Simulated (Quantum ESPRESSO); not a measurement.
Runs of Quantum ESPRESSO 7.5 on WC. Symmetry: Fm-3m, No. 225, cubic system. The conventional cell has a = 4.385 Å, b = 4.385 Å, c = 4.385 Å, α = 90.00°, β = 90.00°, γ = 90.00°. W (site symmetry m-3m) is surrounded by 6 C at 2.19 Å. Around C (site symmetry m-3m) lie 6 W at 2.19 Å. Measurements of this composition are mostly on another form, of space group No. 187.

```tsv
task	level	potentials or basis	U	cell	k mesh	start of the occupations	hubbard projectors	mixing beta	q mesh	form of the LDA correlation	gap on the mesh (eV)	pressure (GPa)
Hubbard U by linear response	PBE+U	GBRV 1.5 PBE	W d U = 4.0 eV	as given	8 × 8 × 8	default	ortho-atomic	0.3	2 × 2 × 2	-	none	(a)
phonons	LDA	GBRV 1.5 LDA	-	relaxed	10 × 10 × 10	-	-	0.5	-	PZ81	none	0.0
Hubbard U by linear response	PBE+U	GBRV 1.5 PBE	W d U = 2.0 eV	as given	8 × 8 × 8	default	ortho-atomic	0.3	2 × 2 × 2	-	none	0.1
phonons	PBEsol	GBRV 1.5 PBEsol	-	relaxed	10 × 10 × 10	-	-	0.5	-	-	none	0.0
Hubbard U by linear response	PBE+U	GBRV 1.5 PBE	W d U = 8.0 eV	as given	8 × 8 × 8	default	ortho-atomic	0.3	2 × 2 × 2	-	none	1.7
```

Alike in all rows: no spin polarisation; cutoff (eV) 762; smearing cold 0.2 eV.

Question: Estimate the missing entries.

Answer: (a) 0.6.

Caveats: U without spin polarisation on a metal has little footing (some runs); the U is typed as a test and isn't derived for this compound (some runs).

A k mesh can miss the band edges, and the runs leave out spin-orbit coupling on W.

A gap of «none» marks a metal or a gap under the smearing width.
